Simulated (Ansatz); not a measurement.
# CdSe: band gap by level of theory

**What was measured.** The band gap of CdSe (Cadmoselite) (P6_3mc) is reported as 1.84 eV at 2 K (a printed reference work). The runs below try to reproduce it.

```cif
data_structure
_symmetry_space_group_name_H-M 'P6_3mc'
_symmetry_Int_Tables_number 186
_cell_length_a 4.3000
_cell_length_b 4.3000
_cell_length_c 7.0200
_cell_angle_alpha 90.000
_cell_angle_beta 90.000
_cell_angle_gamma 120.000
_cell_volume 112.41
loop_
_atom_site_label
_atom_site_type_symbol
_atom_site_symmetry_multiplicity
_atom_site_Wyckoff_symbol
_atom_site_fract_x
_atom_site_fract_y
_atom_site_fract_z
_atom_site_occupancy
Cd1 Cd 2 b 0.66667 0.33333 0.50000 1
Se1 Se 2 b 0.66667 0.33333 0.88500 1
```

```tsv
rung	level	program and potentials	cutoff (eV)	k mesh	smearing	spin	core time	chip	band gap (eV)	miss (eV)	notes
GGA	RPBE	Ansatz, Ansatz PAW	420	7 × 7 × 4	fermi-dirac 0.05	off	56 s	Intel Xeon Skylake/Cascade Lake	0.88	-0.96	potentials made for PBE, which Ansatz adapts in part
meta-GGA	r2SCAN	Ansatz, Ansatz PAW	500	7 × 7 × 4	fermi-dirac 0.05	off	1.8 min	Intel Xeon Skylake/Cascade Lake	1.20	-0.64	potentials made for PBE, which Ansatz adapts in part
LDA	LDA	Ansatz, Ansatz PAW	420	7 × 7 × 4	fermi-dirac 0.05	SOC, no magnetisation	3.3 min	Intel Xeon Platinum 8488C Sapphire Rapids	0.31	-1.53	potentials made for PBE, which Ansatz adapts in part
GGA	PBE	Ansatz, Ansatz PAW	420	5 × 5 × 3	fermi-dirac 0.05	SOC, no magnetisation	6 min	Intel Xeon Skylake/Cascade Lake	0.58	-1.26	-
LDA	LDA	Ansatz, Ansatz PAW	420	5 × 5 × 3	fermi-dirac 0.05	SOC, no magnetisation	6.4 min	Intel Xeon Skylake/Cascade Lake	0.31	-1.53	potentials made for PBE, which Ansatz adapts in part
hybrid	revPBE0	Ansatz, Ansatz PAW	420	4 × 4 × 2	fermi-dirac 0.05	off	6.4 min	AMD EPYC 7B13 Zen 3	2.43	+0.59	coarse mesh; potentials made for PBE, which Ansatz adapts in part
hybrid	HSE06	Ansatz, Ansatz PAW	420	4 × 4 × 2	fermi-dirac 0.05	off	7.4 min	Arm Neoverse V1	1.66	-0.18	coarse mesh; potentials made for PBE, which Ansatz adapts in part
hybrid	B3LYP	Ansatz, Ansatz PAW	420	4 × 4 × 2	fermi-dirac 0.05	off	17 min	Intel Xeon Skylake/Cascade Lake	1.89	+0.05	coarse mesh; potentials made for PBE, which Ansatz adapts in part
```

Times are single runs on shared hosts and different chips, so they are rough; meshes, cutoffs and the tasks' sizes weigh on the time. Task: band structure. Gaps are the least found on the k mesh or the band path, and a mesh can miss the band edges. Smearing widths are in eV. The cell comes from a database and isn't always the measured one. Meshes differ between rows, which moves values too. All levels ran on this one cell, unrelaxed unless noted. Meshes are those of the run's cell of 4 atoms unless a note names another. Misses use the values as printed. Runs on faulty files, with rough fits or with known faults for this quantity aren't shown.

By rung: LDA with SOC 0.31; GGA 0.88; GGA with SOC 0.58; meta-GGA 1.20; hybrid on coarse meshes 1.66 to 2.43 (eV). Measured: 1.84 eV at 2 K (a printed reference work). Closest, coarse meshes and atomic bases left aside, is r2SCAN (-0.64 eV). LDA and GGA gaps fall short mostly because these functionals lack the derivative discontinuity; the runs are for a static lattice, while measurements hold temperature and zero-point motion; rows without SOC leave out spin-orbit coupling, which moves the band edges where heavy atoms are present.
